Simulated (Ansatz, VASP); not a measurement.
Two plane-wave programs on AlN

```
Al N
1.0
     3.08893    0.00000    0.00000
    -1.54447    2.67510    0.00000
     0.00000    0.00000    4.94274
Al N
2 2
Direct
  0.33333 0.66667 0.99999
  0.66667 0.33333 0.49999
  0.33333 0.66667 0.38201
  0.66667 0.33333 0.88201
```

Alike in both runs: functional LDA; k mesh 9 × 9 × 6; occupations gaussian, width 0.02 eV; no spin polarisation.

Ansatz relaxed the structure, and its values are those at the end. VASP's run is a single point on that final structure, the one shown.

|  | VASP | Ansatz |
| --- | --- | --- |
| version | VASP 6.6.1 | Ansatz 0.2.0 |
| potentials or method | VASP PAW LDA potentials, release 64 (Al, N) | scalar-relativistic, plane waves, PAW |
| plane-wave cutoff (eV) | 520 | 420 |
| valence electrons in the cell | 16 | 16 |

VASP gave:

```
gap on the k mesh at the Fermi level (eV) : 4.42
least direct gap on the mesh (eV)         : 4.42
pressure (GPa)                            : 0.6
```

What did Ansatz give for the same quantities?

gap on the k mesh at the Fermi level (eV): 4.42; least direct gap on the mesh (eV): 4.42; pressure (GPa): 0.0.

Caveats: an odd mesh through Γ misses points on the zone boundary, where band edges often lie.
